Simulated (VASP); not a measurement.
# MnS (R-3m) in VASP: a series of runs, part 2 of 2

VASP 6.6.1.

## (4) Single point, PBEsol+U, collinear spin, antiferromagnetic start

INCAR

```
PREC = Accurate
ENCUT = 520
EDIFF = 1E-6
ISMEAR = -1
SIGMA = 0.05
LREAL = False
LASPH = True
NELM = 150
ALGO = Normal
ISIF = 2
LWAVE = False
LCHARG = True
ISPIN = 2
MAGMOM = 4 -4 0 0
LORBIT = 11
LMAXMIX = 4
LDAU = True
LDAUTYPE = 2
LDAUL = 2 -1
LDAUU = 4 0
LDAUJ = 0 0
LDAUPRINT = 1
GGA = PS
LELF = True
LVHAR = True
NBANDS = 31
```

KPOINTS

```
Automatic mesh
0
Gamma
  9 9 9
```

POSCAR

```
MnS
1.0
   -1.8299960138     -1.0565486911      5.9418405554
    1.8299960138     -1.0565486911      5.9418405554
    0.0000000000      2.1130973824      5.9418405554
Mn S
2 2
Direct
    0.0000000000      0.0000000000      0.0000000000
    0.5000000000      0.5000000000      0.5000000000
    0.2500000000      0.2500000000      0.2500000000
    0.7500000000      0.7500000000      0.7500000000
```

Potentials or basis: VASP PAW PBE potentials, release 64 (Mn_pv, S).

Run with:

```sh
> cat potpaw_PBE.64/Mn_pv/POTCAR potpaw_PBE.64/S/POTCAR > POTCAR
> mpirun -np 1 vasp_std > vasp.out
```

OUTCAR:

```text
PREC = Accurate
   ENCUT = 520
   EDIFF = 1E-6
   ISMEAR = -1
   LREAL = False
   LASPH = True
   NELM = 150
   ISIF = 2
   ISPIN = 2
   LORBIT = 11
   GGA = PS

 ion  position               nearest neighbor table
   1  0.000  0.000  0.000-   4 2.58   3 2.58   4 2.58   4 2.58   3 2.58   3 2.58
   2  0.500  0.500  0.500-   3 2.58   4 2.58   3 2.58   3 2.58   4 2.58   4 2.58
   3  0.250  0.250  0.250-   1 2.58   2 2.58   1 2.58   1 2.58   2 2.58   2 2.58
   4  0.750  0.750  0.750-   2 2.58   1 2.58   2 2.58   2 2.58   1 2.58   1 2.58

  LATTYP: Found a trigonal (rhomboedric) cell.
 ALAT       =     6.3063975242
 COS(alpha) =     0.8315901081

  Lattice vectors:

 A1 = (  -1.8299960138,  -1.0565486911,   5.9418405554)
 A2 = (   1.8299960138,  -1.0565486911,   5.9418405554)
 A3 = (   0.0000000000,   2.1130973824,   5.9418405554)

Analysis of symmetry for initial positions (statically):
=====================================================================
 Subroutine PRICEL returns following result:

[... 1939 lines left out ...]
  Direction    XX          YY          ZZ          XY          YZ          ZX
  --------------------------------------------------------------------------------------
  -------------------------------------------------------------------------------------
  Total        0.4257284      0.4257284      0.3814122      0.0000000      0.0000000      0.0000000
  in kB        9.8953529      9.8953529      8.8652968      0.0000000      0.0000000      0.0000000
  external PRESSURE =       9.5520009 kB  Pullay stress =       0.0000000 kB

 VOLUME and BASIS-vectors are now :
 -----------------------------------------------------------------------------
  energy-cutoff  :      520.00
  volume of cell :       68.93
      direct lattice vectors                 reciprocal lattice vectors
    -1.829996014 -1.056548691  5.941840555    -0.273224639 -0.157746319  0.056099340
     1.829996014 -1.056548691  5.941840555     0.273224639 -0.157746319  0.056099340
     0.000000000  2.113097382  5.941840555     0.000000000  0.315492638  0.056099340

 POSITION                                       TOTAL-FORCE (eV/Angst)
 -----------------------------------------------------------------------------------
      0.00000      0.00000      0.00000         0.000000      0.000000      0.000000
      0.00000      0.00000      8.91276         0.000000     -0.000000     -0.000000
      0.00000      0.00000      4.45638         0.000000      0.000000     -0.000000
      0.00000      0.00000     13.36914        -0.000000      0.000000     -0.000000
 -----------------------------------------------------------------------------------
    total drift:                               -0.000000     -0.000000     -0.000000

  FREE ENERGIE OF THE ION-ELECTRON SYSTEM (eV)
  ---------------------------------------------------
  free  energy   TOTEN  =       -27.5131546990 eV

  energy  without entropy=      -27.5131546989  energy(sigma->0) =      -27.51315470

 total charge

# of ion       s       p       d       tot
------------------------------------------
    1        0.223   6.179   4.916  11.318
    2        0.223   6.179   4.916  11.318
    3        1.315   2.440   0.000   3.756
    4        1.315   2.440   0.000   3.756
--------------------------------------------------
tot          3.076  17.238   9.832  30.147

 magnetization (x)

# of ion       s       p       d       tot
------------------------------------------
    1        0.023   0.021   4.439   4.483
    2       -0.023  -0.021  -4.439  -4.483
    3        0.000   0.000   0.000   0.000
    4        0.000   0.000   0.000   0.000
--------------------------------------------------
tot          0.000   0.000   0.000   0.000
```

OSZICAR:

```text
N       E                     dE             d eps       ncg     rms          rms(c)
DAV:   1     0.390637566467E+03    0.39064E+03   -0.20435E+04 10876   0.133E+03
DAV:   2     0.935524337840E+00   -0.38970E+03   -0.37103E+03 10778   0.389E+02
DAV:   3    -0.257748731725E+02   -0.26710E+02   -0.26252E+02 12500   0.109E+02
DAV:   4    -0.263680025064E+02   -0.59313E+00   -0.59206E+00 11960   0.163E+01
DAV:   5    -0.263783541573E+02   -0.10352E-01   -0.10350E-01 12730   0.236E+00    0.163E+01
DAV:   6    -0.267333495449E+02   -0.35500E+00   -0.14126E+01 11037   0.402E+01    0.174E+01
DAV:   7    -0.275140082811E+02   -0.78066E+00   -0.23289E+00 11317   0.120E+01    0.968E+00
DAV:   8    -0.275056702839E+02    0.83380E-02   -0.22635E-01 12519   0.388E+00    0.542E+00
DAV:   9    -0.275120990468E+02   -0.64288E-02   -0.34790E-02 12213   0.171E+00    0.540E-01
DAV:  10    -0.275126673476E+02   -0.56830E-03   -0.11811E-02 13038   0.118E+00    0.292E-01
DAV:  11    -0.275129900190E+02   -0.32267E-03   -0.12552E-03 12080   0.249E-01    0.177E-01
DAV:  12    -0.275131293127E+02   -0.13929E-03   -0.22778E-04 11954   0.116E-01    0.675E-02
DAV:  13    -0.275131492084E+02   -0.19896E-04   -0.30077E-05 12063   0.400E-02    0.304E-02
DAV:  14    -0.275131538714E+02   -0.46631E-05   -0.73098E-06 11975   0.160E-02    0.107E-02
DAV:  15    -0.275131546990E+02   -0.82752E-06   -0.25767E-06 11779   0.116E-02
   1 F= -.27513155E+02 E0= -.27513155E+02  d E =-.182726E-10  mag=    -0.0000
```

It took 6.3 min on 1 thread of Intel Xeon 6975P-C (Granite Rapids), shared host; peak memory 0.56 GiB.

What came out:

| Property | Result |
| --- | --- |
| Free energy | -27.5132 eV |
| Pressure | 1.0 GPa |
| Band gap on the k mesh | 2.20 eV |
| Net moment | 0.00 μB per cell |
| Site moments | Mn +4.48, -4.48; S +0.00 μB |
| Valence electrons inside the program's atomic spheres | Mn 11.32; S 3.76 |

Eigenvalues of the final occupation matrices:
```csv
site,spin,trace,eigenvalues
site 1 d,1,4.69,0.93 0.93 0.93 0.95 0.95
site 1 d,2,0.24,0.02 0.02 0.02 0.10 0.10
site 2 d,1,0.24,0.02 0.02 0.02 0.10 0.10
site 2 d,2,4.69,0.93 0.93 0.93 0.95 0.95
```

Caveat: the PAW data sets were made with another functional, which shifts forces and pressure a little; an odd mesh through Γ misses points on the zone boundary, where band edges often lie. The state reached can hang on the start; a lower one may exist.

## (5) Summary

```tsv
U	gap on the mesh (eV)	pressure (GPa)	moment (μB)
Mn d U = 2 eV	1.54	-1.9	0.00
Mn d U = 3 eV	1.89	-0.4	0.00
Mn d U = 4 eV	2.20	1.0	0.00
```

Alike in all rows: task single point; level PBEsol+U; potentials or basis VASP PAW PBE potentials, release 64 (Mn_pv, S); spin collinear, antiferromagnetic start; cell as given; k mesh 9 × 9 × 9; cutoff (eV) 520; smearing fermi-dirac 0.05 eV.

On the cell as given the gap runs from 1.54 eV (PBEsol+U) to 2.20 eV (PBEsol+U).

Caveats: the PAW data sets were made with another functional, which shifts forces and pressure a little; an odd mesh through Γ misses points on the zone boundary, where band edges often lie.

Absolute energies hang on the potentials; compare differences alone.
